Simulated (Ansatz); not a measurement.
# SnO2 (Cassiterite) (P4_2/mnm) in Ansatz: notebook

Aim: see how the results for SnO2 (Cassiterite) move with the level of theory and the settings. Levels: BLYP, r2SCAN. Tasks: band structure.

All numbers are computed with Ansatz 0.2.0; they aren't measurements. Logs are shortened: lines on timing, memory, paths and dates and some standing lists are left out, and cuts for length are marked.

### Step 1. Starting point

It takes space group P4_2/mnm (No. 136, tetragonal). Conventional cell: a = 4.738 Å, b = 4.738 Å, c = 3.187 Å, α = 90.00°, β = 90.00°, γ = 90.00°. Sn (site symmetry mmm) has 6 O at 2.05 to 2.06 Å as nearest neighbours. Around O (site symmetry m2m) lie 3 Sn at 2.05 to 2.06 Å.

### Step 2. Band structure, BLYP

input.yaml

```yaml
crystal:
  lattice:
    - [4.738, 0.0, 0.0]
    - [0.0, 4.738, 0.0]
    - [0.0, 0.0, 3.1865]
  atoms:
    - { symbol: Sn, position: [0.5, 0.5, 0.5] }
    - { symbol: Sn, position: [0.0, 0.0, 0.0] }
    - { symbol: O, position: [0.8071, 0.1929, 0.5] }
    - { symbol: O, position: [0.6929, 0.6929, 0.0] }
    - { symbol: O, position: [0.1929, 0.8071, 0.5] }
    - { symbol: O, position: [0.3071, 0.3071, 0.0] }
hamiltonian:
  xc: blyp
  pseudopotentials: { kind: paw }
kpoints:
  mp_grid: { grid: [6, 6, 8] }
  band_path:
    path:
      - [[0.0, 0.0, 0.0], [0.0, 0.5, 0.0], [0.5, 0.5, 0.0], [0.0, 0.0, 0.0], [0.0, 0.0, 0.5], [0.0, 0.5, 0.5], [0.5, 0.5, 0.5], [0.0, 0.0, 0.5]]
      - [[0.0, 0.5, 0.0], [0.0, 0.5, 0.5]]
      - [[0.5, 0.5, 0.0], [0.5, 0.5, 0.5]]
    npoints: 14
scf:
  occupations: { method: fermi_dirac, width: 0.05 }
  n_extra_bands: 15
output:
  forces: true
  stress: true
  eigenvalues: true
  fatbands: false
  write_density: true
  write_potential: true
  elf: true
  volumetric_format: npy
```

Potentials or basis: Ansatz PAW.

Run with:

```bash
ansatz run input.yaml --threads 2 --pin off --max-ram 5632MiB --backend cpu --events-out ev --progress --plain --runs-dir out
```

Standard output:

```text
Warning: RAYON_NUM_THREADS=2 ignored (pool sized by the plan → 2); use --threads N
scf.n_extra_bands = 15 over 26 filled bands (N_el = 52.0): the run solves 41 bands
Engine: ansatz 0.2.0, x86_64-unknown-linux-gnu
Pseudopotentials: kind: paw
Pseudopotential: Sn, paw, valence charge 14, recommended cutoff 420 eV (normal), Sn.paw.azcp
Pseudopotential: O, paw, valence charge 6, recommended cutoff 420 eV (normal), O.paw.azcp
Functional definition: BLYP
  parameter beta = 0.0042
  parameter a = 0.04918
  parameter b = 0.132
  parameter c = 0.2533
  parameter d = 0.349
  exchange = b88_x(beta = beta)
  correlation = lyp_c(a = a, b = b, c = c, d = d)
Crystal: 6 atoms, lattice volume = 71.533 Å³
Basis set: ecut = 420 eV, 1411 PW (Γ), exchange–correlation on 64×64×48 points (8 copies of the dense FFT grid, shifted against one another)
Bands: 41, of which v1, the nominal top of the filled ones, is band 26 counted from 1 (25 counted from 0)
Symmetry: 16 space group operations
Space group: P42/mnm (ITA 136), of the structure as read, at distance tolerance 4.2e-5 Å
k-points: 50 of 288
Non-local potential: Sn, projectors of the file, l = 0: 2, l = 1: 2, l = 2: 2, l = 3: 2
Non-local potential: O, projectors of the file, l = 0: 2, l = 1: 2, l = 2: 1
PAW form: soft (Blöchl's): semilocal exchange-correlation on the pseudo side does not see the compensation charge
PAW frozen core: Sn, regenerated for the run's functional, and the local potential with it (the file was generated under x = pbe(κ = 0.804, μ = 0.2195149727645171), c = pbe(β = 0.06672455060314922))
PAW frozen core: O, regenerated for the run's functional, and the local potential with it (the file was generated under x = pbe(κ = 0.804, μ = 0.2195149727645171), c = pbe(β = 0.06672455060314922))
PAW one-centre angular grid: Sn, 590 points (default); XC on 64 Gauss nodes
PAW one-centre angular grid: O, 110 points (default); XC on 64 Gauss nodes
Initial density: superposition of atomic densities (neutral atoms: chi_scale 0, normalization atom), corrected by the library's trained network
Initial wavefunctions: pseudopotential atomic-orbital guess
Functional: x = b88, c = lyp
SCF iter   1: F=—  HF=-14357.859881 eV  |F-HF|=—  |Δ(HF+E_count)|=         —  Δρ=1.88e-2  dr2=1.64e-1  ethr=1.77e-3  ⟨swp⟩=5.6  Hψ=8811  notcnv=0  defer=188
preconditioner: auto → Resta (q_TF=auto, 2.587 Å⁻¹)  ε∞=2.8  [insulator: Δε(μ)=1.483 eV  Ē_g=23.687 eV  σ=0.050 eV  W_gap=1.00  n_scr=18 (ndim 8)  ℏωp=31.7 eV  f_vac=0.027  D(μ)=0.00/eV (n_scr^D=0)  ε∞_Penn≈2.8]
SCF iter   2: F=—  HF=-14357.810938 eV  |F-HF|=—  |Δ(HF+E_count)|=   4.89e-2  Δρ=2.47e-3  dr2=3.16e-3  ethr=3.16e-4  ⟨swp⟩=2.1  Hψ=3317  notcnv=0  defer=482
SCF iter   3: F=—  HF=-14357.810677 eV  |F-HF|=—  |Δ(HF+E_count)|=   2.62e-4  Δρ=1.02e-3  dr2=3.45e-4  ethr=6.08e-6  ⟨swp⟩=2.0  Hψ=2172  notcnv=0  defer=482
SCF iter   4: F=—  HF=-14357.810832 eV  |F-HF|=—  |Δ(HF+E_count)|=   1.55e-4  Δρ=1.23e-4  dr2=7.90e-6  ethr=6.64e-7  ⟨swp⟩=2.7  Hψ=2538  notcnv=0  defer=482
SCF iter   5: F=—  HF=-14357.810884 eV  |F-HF|=—  |Δ(HF+E_count)|=   5.22e-5  Δρ=2.56e-5  dr2=2.92e-7  ethr=1.52e-8  ⟨swp⟩=2.2  Hψ=2330  notcnv=0  defer=482
SCF iter   6: F=-14357.810884 eV  HF=-14357.810884 eV  |F-HF|=1.02e-8  |Δ(HF+E_count)|=   2.06e-7  Δρ=6.23e-6  dr2=1.76e-8  ethr=1.92e-10  ⟨swp⟩=16.3  Hψ=16730  notcnv=0
SCF 1 converged in 6 iterations: F = -14357.810884 eV  dr2 = 1.76e-8
NSCF: frozen V_eff on 129 k-points
SCF converged after 6 iterations
Free energy (F): -14357.810884 eV
Harris-Foulkes:  -14357.810884 eV  (|F-HF|=1.02e-8)
Internal energy: -14357.810884 eV  (E = F + TS)
E sigma→0 (E₀):  -14357.810884 eV
Entropy (-TS):   -0.000000 eV (-0.000 meV/atom)
Fermi energy:    10.493420 eV
--- Per-component energies (eV) ---
  E_band       = -97.329079
  E_kinetic    = 1088.616522
  E_local      = -2869.806914  (includes V_loc(G=0)·N_el)
  E_nonlocal   = 137.209189
  E_hartree    = 1495.822440
  E_xc         = -1047.028486
  E_vxc        = -555.971519  (∫ρ·V_xc dr)
  E_paw        = -8979.540579  (= ΣΔE_a)
  E_vpaw       = -889.032314  (= ΣTr[D̂ρ^β])
  E_aug_tail   = 0.010259  (compensation charges beyond the density's cutoff)
  E_ewald      = -4182.851779
  E_core_change = -0.241536  (= ΣΔE_core)
  E_smearing   = -0.000000  (= −TS)
  E_closure    = 0.000000  (closes the sum)
  Σ components = -14357.810884   (vs F -14357.810884, Δ=0.00e0)
--- Forces (eV/Å), atoms counted from 1 ---
  atom   1  Sn     0.00000000    -0.00000000    -0.00000000
  atom   2  Sn     0.00000000    -0.00000000     0.00000000
  atom   3  O     -0.24519636     0.24519636     0.00000000
  atom   4  O      0.24519636     0.24519636    -0.00000000
  atom   5  O      0.24519636    -0.24519636    -0.00000000
  atom   6  O     -0.24519636    -0.24519636     0.00000000
  max |Σ_I F_I| component: 6.31e-30 eV/Å
--- Stress (GPa, compression-positive) ---
       15.353598       0.000000       0.000000
        0.000000      15.353598       0.000000
        0.000000       0.000000      19.441591
  P = ⅓ Tr σ = 16.7163 GPa (167.163 kbar)
--- Band table (eV; the first three rows and the last of 50) ---
  k-point 0: bands = ["-11.2682", "-10.5136", "-10.2418", "-10.2217", "-10.2217", "-10.1273", "-10.0946", "-10.0072", "-9.9785", "-9.9785", "-9.0172", "-7.1746", "-7.1746", "-5.4043", "1.8073", "5.8362", "5.8362", "5.9242", "6.7796", "7.8157", "7.9522", "8.6318", "8.6318", "9.0628", "9.0628", "9.8222", "11.1405", "15.9939", "16.3343", "16.3343", "20.5039", "20.5496", "21.9673", "21.9673", "22.6407", "22.7540", "25.1486", "26.6263", "29.1337", "29.6911", "29.6911"]
  k-point 1: bands = ["-11.1932", "-10.4230", "-10.3710", "-10.3710", "-10.2141", "-10.1412", "-10.0883", "-10.0077", "-9.9990", "-9.9990", "-8.9356", "-6.9283", "-6.9283", "-5.5211", "1.7860", "5.8080", "5.9790", "5.9790", "6.8293", "6.8804", "7.8342", "8.0655", "8.0655", "9.0974", "9.0974", "9.6940", "12.0894", "16.2911", "16.9744", "16.9744", "19.4988", "21.5334", "21.9045", "21.9045", "22.5038", "22.6151", "24.9514", "25.6373", "27.5563", "27.5563", "30.0929"]
  k-point 2: bands = ["-10.9960", "-10.6763", "-10.6763", "-10.2724", "-10.1415", "-10.1401", "-10.0718", "-10.0382", "-10.0382", "-10.0102", "-8.6483", "-6.3852", "-6.3852", "-5.8895", "1.7898", "5.2302", "5.6636", "6.3148", "6.3148", "7.0657", "7.0657", "7.1735", "7.3788", "8.9989", "8.9989", "9.3316", "13.6798", "16.7243", "18.3879", "18.3879", "18.8799", "21.6811", "21.6811", "21.8239", "22.3719", "22.5711", "24.3086", "24.7369", "25.9838", "25.9838", "29.0123"]
  k-point 49: bands = ["-11.0344", "-11.0344", "-10.5323", "-10.5323", "-10.0916", "-10.0916", "-10.0248", "-10.0248", "-9.9818", "-9.9818", "-7.1327", "-7.1327", "-5.7482", "-5.7482", "1.9106", "1.9106", "4.8890", "4.8890", "7.3465", "7.3465", "7.4534", "7.4534", "8.8724", "8.8724", "8.9977", "8.9977", "14.7753", "14.7753", "18.8620", "18.8620", "20.9345", "20.9345", "21.1568", "21.1568", "23.3053", "23.3053", "25.3430", "25.3430", "25.7684", "25.7684", "27.8374"]
```

Run time: 2.8 s. Hardware: 2 threads of AMD EPYC 9R45 (Zen 5), shared host; peak memory 0.55 GiB.

Results:

```
Free energy             : -14357.8109 eV
Pressure                : 16.7 GPa
Largest force           : 0.347 eV/Å
Band gap on the k mesh  : 1.32 eV, direct
Band gap along the path : 1.32 eV, direct
```

Forces on the atoms (eV/Å):
```
Sn   0.000  0.000  0.000
Sn   0.000  0.000  0.000
O   -0.245  0.245  0.000
O    0.245  0.245  0.000
O    0.245 -0.245  0.000
O   -0.245 -0.245  0.000
```

Levels at the corners of the path, in eV from the valence-band top:
```tsv
point	band 22	band 23	band 24	band 25	band 26	band 27	band 28	band 29	band 30	band 31
Γ	-1.19	-1.19	-0.76	-0.76	0.00	1.32	6.17	6.51	6.51	10.68
X	-1.91	-1.15	-1.15	-0.62	-0.62	4.45	4.45	7.22	7.22	11.06
M	-1.91	-1.27	-1.27	-0.89	-0.89	4.83	4.83	7.63	7.63	11.08
Γ	-1.19	-1.19	-0.76	-0.76	0.00	1.32	6.17	6.51	6.51	10.68
Z	-2.54	-1.62	-1.62	-1.23	-1.23	6.19	6.19	9.97	9.97	10.82
R	-1.68	-1.08	-1.08	-0.67	-0.67	6.46	6.46	8.25	8.25	11.12
A	-2.37	-0.95	-0.95	-0.82	-0.82	4.95	4.95	9.04	9.04	11.11
Z	-2.54	-1.62	-1.62	-1.23	-1.23	6.19	6.19	9.97	9.97	10.82
X	-1.91	-1.15	-1.15	-0.62	-0.62	4.45	4.45	7.22	7.22	11.06
R	-1.68	-1.08	-1.08	-0.67	-0.67	6.46	6.46	8.25	8.25	11.12
M	-1.91	-1.27	-1.27	-0.89	-0.89	4.83	4.83	7.63	7.63	11.08
A	-2.37	-0.95	-0.95	-0.82	-0.82	4.95	4.95	9.04	9.04	11.11
```

Caveat: the pressure holds a Pulay correction of +1.0 GPa for the finite cutoff; spin-orbit coupling is left out, which moves the levels of the heavy elements; the PAW data sets come from PBE, with cores solved anew for the run's functional, which leaves a small shift of forces and pressure. A hybrid or GW would open this gap; BLYP tends to underestimate it.

### Step 3. Band structure, r2SCAN

Edit input.yaml of step 2 so:

```diff
@@ -13,3 +13,3 @@
 hamiltonian:
-  xc: blyp
+  xc: r2scan
   pseudopotentials: { kind: paw }
@@ -31,5 +31 @@
   fatbands: false
-  write_density: true
-  write_potential: true
-  elf: true
-  volumetric_format: npy
```

Potentials or basis: Ansatz PAW.

Run with:

```bash
ansatz run input.yaml --threads 2 --pin off --max-ram 5632MiB --backend cpu --events-out ev --progress --plain --runs-dir out
```

It took 5.2 s on 2 threads of AMD EPYC 9R45 (Zen 5), shared host; peak memory 0.62 GiB.

The run converged. Its results:

- Free energy: -14352.4141 eV
- Pressure: 3.3 GPa
- Largest force: 0.242 eV/Å
- Band gap on the k mesh: 1.96 eV, direct
- Band gap along the path: 1.96 eV, direct

Forces in eV/Å, atoms in the order of the input:
```
Sn   0.000  0.000  0.000
Sn   0.000  0.000  0.000
O   -0.171  0.171  0.000
O    0.171  0.171  0.000
O    0.171 -0.171  0.000
O   -0.171 -0.171  0.000
```

Stress tensor (GPa, compression positive):
```
2.93 0.00 0.00
0.00 2.93 0.00
0.00 0.00 4.15
```

Levels at the corners of the path, in eV from the valence-band top:
| point | band 22 | band 23 | band 24 | band 25 | band 26 | band 27 | band 28 | band 29 | band 30 | band 31 |
| --- | --- | --- | --- | --- | --- | --- | --- | --- | --- | --- |
| Γ | -1.19 | -1.19 | -0.77 | -0.77 | 0.00 | 1.96 | 6.91 | 7.15 | 7.15 | 11.25 |
| X | -1.95 | -1.14 | -1.14 | -0.63 | -0.63 | 5.15 | 5.15 | 7.88 | 7.88 | 12.00 |
| M | -1.94 | -1.27 | -1.27 | -0.93 | -0.93 | 5.57 | 5.57 | 8.31 | 8.31 | 12.02 |
| Γ | -1.19 | -1.19 | -0.77 | -0.77 | 0.00 | 1.96 | 6.91 | 7.15 | 7.15 | 11.25 |
| Z | -2.54 | -1.69 | -1.69 | -1.29 | -1.29 | 7.07 | 7.07 | 10.65 | 10.65 | 11.66 |
| R | -1.73 | -1.12 | -1.12 | -0.65 | -0.65 | 7.35 | 7.35 | 8.97 | 8.97 | 12.06 |
| A | -2.37 | -0.98 | -0.98 | -0.86 | -0.86 | 5.74 | 5.74 | 9.69 | 9.69 | 12.03 |
| Z | -2.54 | -1.69 | -1.69 | -1.29 | -1.29 | 7.07 | 7.07 | 10.65 | 10.65 | 11.66 |
| X | -1.95 | -1.14 | -1.14 | -0.63 | -0.63 | 5.15 | 5.15 | 7.88 | 7.88 | 12.00 |
| R | -1.73 | -1.12 | -1.12 | -0.65 | -0.65 | 7.35 | 7.35 | 8.97 | 8.97 | 12.06 |
| M | -1.94 | -1.27 | -1.27 | -0.93 | -0.93 | 5.57 | 5.57 | 8.31 | 8.31 | 12.02 |
| A | -2.37 | -0.98 | -0.98 | -0.86 | -0.86 | 5.74 | 5.74 | 9.69 | 9.69 | 12.03 |

Caveat: spin-orbit coupling is left out, which moves the levels of the heavy elements; the PAW data sets come from PBE, with cores solved anew for the run's functional, which leaves a small shift of forces and pressure.
